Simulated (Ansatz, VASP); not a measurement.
## TaN in VASP and in Ansatz

```xyz
2
Lattice="2.9380 0.0000 0.0000 -1.4690 2.5444 0.0000 0.0000 0.0000 2.8830" Properties=species:S:1:pos:R:3 pbc="T T T"
Ta    0.0000    1.6963    1.4415
N     0.0000    0.0000    0.0000
```

Alike in both runs: task single point; functional PBE; k mesh 9 × 9 × 8; occupations fermi-dirac, width 0.03 eV; no spin polarisation.

```csv
,VASP,Ansatz
version,VASP 6.6.1,Ansatz 0.2.0
potentials or method,"VASP PAW PBE potentials, release 64 (Ta_pv, N), cutoff 520 eV","all-electron LAPW, scalar-relativistic"
```

```tsv
	VASP	Ansatz	Ansatz less VASP
gap on the k mesh at the Fermi level (eV)	none	none	-
pressure (GPa)	5.4	4.8	-0.54
largest component of the traceless stress (GPa)	1.08	0.97	-0.108
```

A gap of «none» marks a metal or a gap that the smearing closes. Ansatz ran all-electron here, so the differences hold the error of VASP's frozen core and of both bases.

Spin-orbit coupling is left out, which matters for the levels of Ta.
